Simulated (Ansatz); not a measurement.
## Ge: stationary points along a deformation path

Computed with Ansatz 0.2.0, DFT PBE, scalar-relativistic, plane waves, PAW. The runs took a 420 eV cutoff, a Γ-centred 16×16×16 mesh and Gaussian smearing (0.15 eV). No spin polarisation. Energies are free energies at this smearing, counted from the undisturbed cell; pressure is positive in compression.

The undisturbed cell (as given, not relaxed at this level; it stands at 3.7 GPa):

```
Ge
1.0
     0.00000    2.82877    2.82877
     2.82877    0.00000    2.82877
     2.82877    2.82877    0.00000
Ge
2
Direct
  0.50000 0.50000 0.50000
  0.75000 0.75000 0.75000
```

At fixed volume and fractional coordinates, lengths along (0.000, 0.000, 1.000) are scaled against those across it; ρ is that ratio over its starting value. V = 22.636 Å³/atom. Δσ is the stress along the axis less the mean stress across it (compression positive).

```
    ρ  ΔE (meV/atom)  Δσ (GPa) space group
0.707          196.7      7.10     I4_1/amd
0.780          127.4      7.69     I4_1/amd
0.850           66.5      7.09     I4_1/amd
1.000            0.0      0.00        Fd-3m
1.200          126.3    -14.81     I4_1/amd
1.300          252.8    -17.82     I4_1/amd
1.414          381.0    -13.86     I4_1/amd
```

Q: How does the stress give the slope of the energy, and where is the energy stationary?

A: Along the path d ln(length) is 2/3 d ln ρ on the axis and −1/3 d ln ρ across it, so dE/d ln ρ = −(2/3) V Δσ: the energy falls with ρ where Δσ is positive. Δσ vanishes or changes sign at ρ = 1.000 (Fd-3m), a minimum at 0.0 meV/atom. Pairs of stationary points between two samples would go unseen, and could change a minimum read from distant neighbours into a maximum. At ρ = 1.000 the cell is cubic, where symmetry alone makes the stress isotropic and the slope zero.

In a metal these slopes depend on the k mesh and the smearing.